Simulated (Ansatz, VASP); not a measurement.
**One calculation of CdS, two programs**

```xyz
4
Lattice="4.1109 0.0000 0.0000 -2.0554 3.5601 0.0000 0.0000 0.0000 6.6883" Properties=species:S:1:pos:R:3 pbc="T T T"
Cd    0.0000    2.3734   -0.0053
Cd    2.0554    1.1867    3.3389
S     0.0000    2.3734    2.5134
S     2.0554    1.1867    5.8576
```

Alike in both runs: task single point; functional PBE; k mesh 6 × 6 × 4; no spin polarisation.

|  | VASP | Ansatz |
| --- | --- | --- |
| version | VASP 6.6.1 | Ansatz 0.2.0 |
| potentials or method | VASP PAW PBE potentials, release 64 (Cd, S) | plane waves, PAW |
| plane-wave cutoff (eV) | 520 | 420 |
| occupations | gaussian, width 0.01 eV | fixed |
| valence electrons in the cell | 36 | 52 |

Ansatz gave:

```
gap on the k mesh at the Fermi level (eV) : 1.26
pressure (GPa)                            : 3.8
rms of the force components (eV/Å)        : 0.002
```

Question: What did VASP give for the same quantities?

Answer: gap on the k mesh at the Fermi level (eV): 1.26; pressure (GPa): 4.2; rms of the force components (eV/Å): 0.003.

Atom by atom the forces differ by 0.001 eV/Å (rms over components). The two sets of potentials don't hold the same shells in valence.

Expect the measured gap to be larger: semilocal functionals such as PBE lack the derivative discontinuity.
